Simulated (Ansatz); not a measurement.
Crystal: CuAu.

```
Au Cu
1.0
     1.44306    0.83315    4.25617
    -1.44306    0.83315    4.25617
     0.00000   -1.66630    4.25617
Au Cu
1 1
Cartesian
  0.0000 0.0000 0.0000
  0.0000 0.0000 6.3843
```

The cell comes from a database or a generator and needn't be the stable form of this composition.

Base run:

* Program: Ansatz 0.2.0
* Functional: PBEsol
* Potentials or basis: all-electron LAPW, relativistic spinors
* Cutoff: 273 eV
* Density cutoff: 1093 eV
* Basis error allowed: 0.001 eV/atom
* k mesh: 8 × 8 × 8
* Occupations: fermi-dirac, width 0.05 eV
* Spin: spin-orbit coupling, no magnetisation

Its results: pressure -8.8 GPa.

Question: The run is repeated on the same cell with these changes: potentials or basis from all-electron LAPW, relativistic spinors to all-electron LAPW, scalar-relativistic; spin from spin-orbit coupling, no magnetisation to no spin polarisation. What comes out?

Answer: Pressure -7.9 GPa.

Caveats: the k mesh is thin for a metal, which can move the energy by tens of meV per atom.

Not every run made on this cell is shown here.
